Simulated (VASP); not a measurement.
# CdTe (F-43m) in VASP: single point with PBE

Aim: the single point of CdTe with PBE.

Program: VASP 6.6.1. These are calculated values, not measurements. Logs are shortened: lines on timing, memory, paths and dates and some standing lists are left out, and cuts for length are marked.

**What was measured.**

A printed reference work, data compilation reports, for a bulk crystal of CdTe at 0 K: band gap 1.607 eV.

The runs below are set against these values where they give the same quantity.

### 1 The crystal as given

Symmetry: F-43m, No. 216, cubic system. Conventional cell: a = 6.410 Å, b = 6.410 Å, c = 6.410 Å, α = 90.00°, β = 90.00°, γ = 90.00°. Te (site symmetry -43m) is surrounded by 4 Cd at 2.78 Å. Cd (site symmetry -43m) is surrounded by 4 Te at 2.78 Å.

### 2 Single point, PBE

Contents of INCAR:

```
SYSTEM = CdTe
PREC     = Accurate       ! precision mode
ENCUT    = 520            ! plane-wave cutoff, eV
EDIFF    = 1E-6           ! SCF threshold, eV
ISMEAR   = 0              ! smearing method
SIGMA    = 0.024          ! smearing width, eV
LREAL    = .FALSE.        ! projectors in reciprocal space
LASPH    = .TRUE.         ! aspherical terms in the spheres
NELM     = 100            ! most SCF steps
ALGO     = Fast           ! electronic algorithm
ISIF     = 2              ! what is computed and relaxed
LWAVE    = .FALSE.        ! write WAVECAR
LCHARG   = .FALSE.        ! write CHGCAR
GGA      = PE             ! functional
NBANDS   = 16             ! bands
```

Contents of KPOINTS:

```
Automatic mesh
0
G
  7 7 7
  0 0 0
```

Contents of POSCAR:

```
CdTe
1.0
    0.0000000000      3.2050000000      3.2050000000
    3.2050000000      0.0000000000      3.2050000000
    3.2050000000      3.2050000000      0.0000000000
Te Cd
1 1
Direct
    0.7500000000      0.7500000000      0.7500000000
    0.0000000000      0.0000000000      0.0000000000
```

Potentials or basis: VASP PAW PBE potentials, release 64 (Te, Cd).

Started as:

```bash
cat potpaw_PBE.64/Te/POTCAR potpaw_PBE.64/Cd/POTCAR > POTCAR
mpirun -np 1 vasp_std > vasp.out
```

OUTCAR:

```text
SYSTEM = CdTe
   PREC = Accurate
   ENCUT = 520
   EDIFF = 1E-6
   ISMEAR = 0
   LREAL = .FALSE.
   LASPH = .TRUE.
   NELM = 100
   ISIF = 2
   GGA = PE

 ion  position               nearest neighbor table
   1  0.750  0.750  0.750-   2 2.78   2 2.78   2 2.78   2 2.78
   2  0.000  0.000  0.000-   1 2.78   1 2.78   1 2.78   1 2.78

  LATTYP: Found a face centered cubic cell.
 ALAT       =     6.4100000000

  Lattice vectors:

 A1 = (   0.0000000000,   3.2050000000,   3.2050000000)
 A2 = (   3.2050000000,   0.0000000000,   3.2050000000)
 A3 = (   3.2050000000,   3.2050000000,   0.0000000000)

Analysis of symmetry for initial positions (statically):
=====================================================================
 Subroutine PRICEL returns:
 Original cell was already a primitive cell.

 Routine SETGRP: Setting up the symmetry group for a
 face centered cubic supercell.

 Subroutine GETGRP returns: Found 24 space group operations
 (whereof 24 operations were pure point group operations)
 out of a pool of 48 trial point group operations.

The static configuration has the point symmetry T_d .

Analysis of symmetry for dynamics (positions and initial velocities):
=====================================================================
 Subroutine PRICEL returns:
 Original cell was already a primitive cell.

 Routine SETGRP: Setting up the symmetry group for a
 face centered cubic supercell.

 Subroutine GETGRP returns: Found 24 space group operations
 (whereof 24 operations were pure point group operations)
 out of a pool of 48 trial point group operations.

The dynamic configuration has the point symmetry T_d .

 Subroutine INISYM returns: Found 24 space group operations
 (whereof 24 operations are pure point group operations),
 and found     1 'primitive' translations

----------------------------------------------------------------------------------------

                                     Primitive cell

  volume of cell :      65.8437

  direct lattice vectors                    reciprocal lattice vectors
     0.000000000  3.205000000  3.205000000    -0.156006240  0.156006240  0.156006240
     3.205000000  0.000000000  3.205000000     0.156006240 -0.156006240  0.156006240
     3.205000000  3.205000000  0.000000000     0.156006240  0.156006240 -0.156006240

  length of vectors
     4.532554467  4.532554467  4.532554467     0.270210734  0.270210734  0.270210734

[... 74 lines left out ...]
   NELM   =    100;   NELMIN=  2; NELMDL= -5     # of ELM steps
   EDIFF  = 0.1E-05   stopping-criterion for ELM
   LREAL  =      F    real-space projection
   EDIFFG = 0.1E-04   stopping-criterion for IOM
   NSW    =      0    number of steps for IOM
   IBRION =     -1    ionic relax: 0-MD 1-quasi-New 2-CG
   NFREE  =      0    steps in history (QN), initial steepest desc. (CG)
   ISIF   =      2    stress and relaxation
   ISYM   =      2    0-nonsym 1-usesym 2-fastsym
   POTIM  = 0.5000    time-step for ionic-motion
   TEBEG  =    0.0;   TEEND  =   0.0 temperature during run
   PSTRESS=    0.0 pullay stress
   NELECT =      18.0000    total number of electrons
   NUPDOWN=      -1.0000    fix difference up-down
   EMIN   =  10.00;   EMAX   =-10.00  energy-range for DOS
   EFERMI =   0.00;   METHOD = LEGACY
   ISMEAR =     0;   SIGMA  =   0.02  broadening in eV -4-tet -1-fermi 0-gaus
   EFERMI_NEDOS =   21; number of points for ismear=-14 and -15
   IALGO  =     68    algorithm
   IMIX   =      4    mixing-type and parameters
     AMIX     =   0.40;   BMIX     =  1.00
     AMIX_MAG =   1.60;   BMIX_MAG =  1.00
  volume/ion in A,a.u.               =      32.92       222.17
  Fermi-wavevector in a.u.,A,eV,Ry     =   1.062497  2.007828 15.359610  1.128899
  Thomas-Fermi vector in A             =   2.197950
   LORBIT       =      0    0 simple, 1 ext, 2 COOP (PROOUT), +10 PAW based schemes
   GGA     = PE    functional components
   LHFCALC =     F    Hartree Fock is set to
   AEXX    =    0.0000 exact exchange contribution
   IVDW    =     0    specifies the selected vdW correction
   LEPSILON=     F    determine dielectric tensor
   LRPA    =     F    only Hartree local field effects (RPA)
 non-spin polarized calculation
 RMM-DIIS sequential band-by-band and
 Gauss-broadening in eV      SIGMA  =   0.02
  energy-cutoff  :      520.00
  volume of cell :       65.84
 maximum number of plane-waves:      1807
 NGX is ok and might be reduce to    36
   NGX = 17   NGY = 17   NGZ = 17

 number of electron      17.9999995 magnetization

 Free energy of the ion-electron system (eV)
  ---------------------------------------------------
  ext. energy  EPLUGINS =         0.00000000
  ---------------------------------------------------
  free energy    TOTEN  =        -4.72525180 eV

  energy without entropy =       -4.72525180  energy(sigma->0) =       -4.72525180

 E-fermi :   2.7559     XC(G=0):  -8.7320

 val. band max:        2.6555315141   @ k =   0.0000   0.0000   0.0000
 cond. band min:       3.5280615397   @ k =   0.0000   0.0000   0.0000
 fundamental gap:      0.8725300256
 Fermi energy:         2.7559081705

 k-point     1 :       0.0000    0.0000    0.0000
  band No.  band energies     occupation
      1      -8.7129      2.00000
      2      -5.7527      2.00000
      3      -5.7527      2.00000
      4      -5.7527      2.00000
      5      -5.4669      2.00000
      6      -5.4669      2.00000
[... 357 lines left out ...]
      3      -5.6113      2.00000
      4      -5.5019      2.00000
      5      -5.4639      2.00000
      6      -4.8690      2.00000
[... 8 lines left out ...]
     15      12.9033      0.00000
     16      14.8145      0.00000

------------------------ aborting loop because EDIFF is reached ----------------------------------------

  FORCE on cell =-STRESS in cart. coord.  units (eV):
  Direction    XX          YY          ZZ          XY          YZ          ZX
  --------------------------------------------------------------------------------------
  -------------------------------------------------------------------------------------
  Total        1.8038554      1.8038554      1.8038554      0.0000000      0.0000000     -0.0000000
  in kB       43.8932961     43.8932961     43.8932961      0.0000000      0.0000000     -0.0000000
  external PRESSURE =      43.8932961 kB  Pullay stress =       0.0000000 kB

 VOLUME and BASIS-vectors are now :
 -----------------------------------------------------------------------------
  energy-cutoff  :      520.00
  volume of cell :       65.84
      direct lattice vectors                 reciprocal lattice vectors
     0.000000000  3.205000000  3.205000000    -0.156006240  0.156006240  0.156006240
     3.205000000  0.000000000  3.205000000     0.156006240 -0.156006240  0.156006240
     3.205000000  3.205000000  0.000000000     0.156006240  0.156006240 -0.156006240

 POSITION                                       TOTAL-FORCE (eV/Angst)
 -----------------------------------------------------------------------------------
      4.80750      4.80750      4.80750         0.000000      0.000000      0.000000
      0.00000      0.00000      0.00000        -0.000000     -0.000000     -0.000000
 -----------------------------------------------------------------------------------
    total drift:                                0.000000      0.000000      0.000000

  FREE ENERGIE OF THE ION-ELECTRON SYSTEM (eV)
  ---------------------------------------------------
  free  energy   TOTEN  =        -4.7252518009 eV

  energy  without entropy=       -4.7252518009  energy(sigma->0) =       -4.72525180
```

OSZICAR:

```text
N       E                     dE             d eps       ncg     rms          rms(c)
DAV:   1     0.101388211677E+03    0.10139E+03   -0.82818E+03   640   0.978E+02
DAV:   2    -0.120705886986E+01   -0.10260E+03   -0.97289E+02   760   0.238E+02
DAV:   3    -0.491755819196E+01   -0.37105E+01   -0.37042E+01   792   0.471E+01
DAV:   4    -0.495332668727E+01   -0.35768E-01   -0.35766E-01   952   0.395E+00
DAV:   5    -0.495340755717E+01   -0.80870E-04   -0.80870E-04   840   0.184E-01    0.603E+00
RMM:   6    -0.474207035807E+01    0.21134E+00   -0.34706E-01   640   0.411E+00    0.462E+00
RMM:   7    -0.472457314494E+01    0.17497E-01   -0.74861E-02   646   0.141E+00    0.177E+00
RMM:   8    -0.472500938962E+01   -0.43624E-03   -0.61485E-03   705   0.780E-01    0.348E-01
RMM:   9    -0.472518651536E+01   -0.17713E-03   -0.99800E-04   697   0.256E-01    0.698E-02
RMM:  10    -0.472524510903E+01   -0.58594E-04   -0.21879E-04   736   0.108E-01    0.276E-02
RMM:  11    -0.472525083358E+01   -0.57246E-05   -0.45272E-05   718   0.504E-02    0.174E-02
RMM:  12    -0.472525180094E+01   -0.96736E-06   -0.75116E-06   760   0.248E-02
   1 F= -.47252518E+01 E0= -.47252518E+01  d E =-.299721E-11
```

stdout:

```text
POSCAR found type information on POSCAR TeCd
 POSCAR found :  2 types and       2 ions
 scaLAPACK will be used
 LDA part: xc-table for (Slater+PW92), standard interpolation
 POSCAR, INCAR and KPOINTS ok, starting setup
 FFT: planning ... GRIDC
 FFT: planning ... GRID_SOFT
 FFT: planning ... GRID
 WAVECAR not read
 entering main loop
```

Run time: 27 s. Hardware: 1 thread of AMD EPYC 7R13 (Zen 3), shared host; peak memory 0.17 GiB.

Results:

```
Free energy            : -4.7253 eV
Pressure               : 4.4 GPa
Band gap on the k mesh : 0.87 eV, direct
```

Caveat: spin-orbit coupling is left out, which moves the levels of the heavy elements.

### 3 How close it comes

Step 2. Against the measured gap of CdTe, 1.607 eV (0 K; a printed reference work, data compilation), the calculated 0.87 eV is off by -0.73 eV. Spin-orbit coupling on Cd, Te is left out. The value is that of PBE, without temperature or zero-point motion. Semilocal functionals fall short of measured gaps as a rule.
